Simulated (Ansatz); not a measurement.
BaS (rocksalt): gap against strain (xy shear, engineering strain (angle))

BaS (rocksalt), relaxed with r2SCAN in the plane-wave code Ansatz, then strained (xy shear, engineering strain (angle); angles, axes as in the cell below) with the atoms relaxed again within the symmetry that is left. Space group Fm-3m (No. 225), cubic; conventional cell a = 6.424 Å, 33.13 Å³ an atom. Around Ba lie 6 S at 3.21 Å; around S lie 6 Ba at 3.21 Å. Calculated for a static, non-magnetic cell.

```xyz
2
Lattice="0.0000 3.2118 3.2118 3.2118 0.0000 3.2118 3.2118 3.2118 0.0000" Properties=species:S:1:pos:R:3 pbc="T T T"
Ba    0.0000    0.0000    0.0000
S     3.2118    3.2118    3.2118
```

Gaps are the least over each mesh (PBE 8×8×8, r2SCAN 8×8×8, HSE06 6×6×6 when unstrained) and the special points, which keep their unstrained names; stress is the change from the unstrained cell, compression positive.

```tsv
strain (%)	gap, PBE (eV)	gap, r2SCAN (eV)	gap, HSE06 (eV)	edges, HSE06	xy stress, r2SCAN (GPa)	energy rise, r2SCAN (meV/atom)
-0.5	2.224	2.571	3.131	Γ → X	+0.10	0.0
0.0	2.230	2.578	3.138	Γ → X	0.00	0.0
+2.5	2.197	2.544	3.103	Γ → X	-0.48	1.2
```

Q: Estimate the row for a strain of -4.87 %.

A:
```tsv
strain (%)	gap, PBE (eV)	gap, r2SCAN (eV)	gap, HSE06 (eV)	edges, HSE06	xy stress, r2SCAN (GPa)	energy rise, r2SCAN (meV/atom)
-4.87	2.159	2.504	3.062	Γ → X	+0.93	4.7
```

The runs are scalar-relativistic, without spin-orbit coupling.

The meshes of the hybrids are coarse, so their gaps aren't converged to the digits shown.
